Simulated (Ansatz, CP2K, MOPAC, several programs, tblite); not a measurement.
Energy against volume for ZnO, NiAs type, at fixed shape and fractional coordinates, computed by several methods (PBE and r2SCAN, where shown, with plane waves in Ansatz); the cell shown is that of r2SCAN. With free coordinates or axes held, a curve is too stiff, and on another method's shape its minimum isn't the method's own volume. The symmetry is P6_3/mmc (No. 194, hexagonal); a = 2.977 Å, c = 5.126 Å in the conventional setting, 9.83 Å³ an atom. Around Zn lie 6 O at 2.14 Å; around O lie 6 Zn at 2.14 Å. Note: simulated data, non-magnetic, for a generated structure that need not be the stable one. Energies count from each curve's lowest point; fits are third-order Birch-Murnaghan.

```cif
data_structure
_symmetry_space_group_name_H-M 'P6_3/mmc'
_symmetry_Int_Tables_number 194
_cell_length_a 2.9769
_cell_length_b 2.9769
_cell_length_c 5.1256
_cell_angle_alpha 90.000
_cell_angle_beta 90.000
_cell_angle_gamma 120.000
_cell_volume 39.34
loop_
_atom_site_label
_atom_site_type_symbol
_atom_site_symmetry_multiplicity
_atom_site_Wyckoff_symbol
_atom_site_fract_x
_atom_site_fract_y
_atom_site_fract_z
_atom_site_occupancy
Zn1 Zn 2 a 0.00000 0.00000 0.00000 1
O1 O 2 c 0.33333 0.66667 0.25000 1
```

PBE/SZV (CP2K), on the shape of the cell shown:
```
V (Å³/atom)  E (meV/atom)
      8.654        344.62
      9.244        168.73
      9.834         63.13
     10.424         12.37
     11.014          0.00
```
The lowest point is an end point, so the minimum isn't bracketed.

light PBE (260 eV, its own mesh), on the shape of the cell shown:
```csv
V (Å³/atom),E (meV/atom)
9.047,55.60
9.441,28.52
9.834,1.38
10.227,0.00
10.621,57.83
11.014,57.45
```
The points scatter about a smooth fit, as a low cutoff and a light mesh can make them, so no fit is quoted.

PBE, on the shape of its own relaxed cell:
```tsv
V (Å³/atom)	E (meV/atom)
9.670	20.85
9.979	4.90
10.288	0.00
10.596	4.43
10.905	16.74
```
V₀ = 10.29 Å³ an atom and B₀ = 161 GPa.

PM7 (MOPAC), on the shape of the cell shown, as a cluster of 128 atoms at the zone centre:
```csv
V (Å³/atom),E (meV/atom)
8.654,1116.42
9.244,648.46
9.834,326.50
10.424,118.65
11.014,0.00
```
The lowest point is an end point, so the minimum isn't bracketed.

GFN2-xTB (tblite), on the shape of the cell shown, as a cluster of 128 atoms at the zone centre:
```tsv
V (Å³/atom)	E (meV/atom)
8.654	0.00
9.244	39.93
9.834	98.96
10.424	172.17
11.014	256.47
```
This method closes the gap of a crystal that DFT finds insulating, so its curve rests on a wrong state.
The lowest point is an end point, so the minimum isn't bracketed.
